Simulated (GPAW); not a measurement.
# CaSe in GPAW: convergence with smearing width (eV)

Input of the first run (smearing width (eV) 0.5); the others differ in this setting and in those tied to it:

run.py

```python
from ase.dft.bandgap import bandgap
from ase.io import read, write
from ase.units import GPa
from gpaw import GPAW, PW

atoms = read('CaSe.xyz')

calc = GPAW(mode=PW(600),
            xc='MGGA_X_R2SCAN+MGGA_C_R2SCAN',
            kpts={'size': (8, 8, 8), 'gamma': True},
            occupations={'name': 'marzari-vanderbilt', 'width': 0.5},
            nbands=16,
            convergence={'density': 1e-05, 'energy': 1e-05},
            maxiter=100,
            txt='gpaw.txt')
atoms.calc = calc
energy = atoms.get_potential_energy()
forces = atoms.get_forces()
stress = atoms.get_stress()
calc.write('gs.gpw')
write('result.traj', atoms)
print(f'Energy: {energy:.6f} eV')
print('Forces (eV/A):')
print(forces.round(4))
print('Stress (GPa):', (stress / GPa).round(3))
print('Fermi level:', round(calc.get_fermi_level(), 4), 'eV')
print(f'Gap: {bandgap(calc)[0]:.4f} eV, direct: {bandgap(calc, direct=True)[0]:.4f} eV')
```

Contents of CaSe.xyz:

```xyz
2
Lattice="0.0000000000 2.9560000000 2.9560000000 2.9560000000 0.0000000000 2.9560000000 2.9560000000 2.9560000000 0.0000000000" Properties=species:S:1:pos:R:3 pbc="T T T"
Se     2.9560000000      2.9560000000      2.9560000000
Ca     0.0000000000      0.0000000000      0.0000000000
```

Potentials or basis: GPAW PAW data sets (gpaw-data 1.2.1), pw.

Command:

```console
$ OMP_NUM_THREADS=1 python run.py
```

Hardware: 1 thread of Arm Neoverse V2, on a shared host.

**Question.** The values tried are 0.5, 0.3, 0.2, 0.15, 0.1, 0.05, 0.025, 0.01, loosest first. From which on does the energy stay within 1 meV/atom of the tightest run that finished?

**Answer.** From 0.2 on.

| smearing width (eV) | energy less the tightest run, at zero smearing (meV/atom) | pressure (GPa) | gap on the mesh (eV) | SCF cycles | CPU time (s) | peak memory (GiB) |
| --- | --- | --- | --- | --- | --- | --- |
| 0.5 | 21.78 | 0.29 | 0.000 | 14 | 57 | 0.23 |
| 0.3 | 2.08 | 0.80 | 0.000 | 14 | 55 | 0.23 |
| 0.2 | 0.00 | 0.85 | 2.506 | 14 | 57 | 0.23 |
| 0.15 | 0.00 | 0.85 | 2.506 | 14 | 54 | 0.23 |
| 0.1 | 0.00 | 0.85 | 2.506 | 14 | 54 | 0.23 |
| 0.05 | 0.00 | 0.85 | 2.506 | 14 | 54 | 0.23 |
| 0.025 | 0.00 | 0.85 | 2.506 | 14 | 54 | 0.23 |
| 0.01 | 0.00 | 0.85 | 2.506 | 14 | 55 | 0.24 |

Against the tightest run, the pressure stays within 0.1 GPa from 0.3 on; the gap on the mesh stays within 0.01 eV from 0.2 on. The tightest run that finished is the yardstick and may itself not be fully converged.

Caveat, for the tightest run too: this smearing can pin the Fermi level at a band edge; the PAW data sets were made with another functional, which shifts forces and pressure a little.
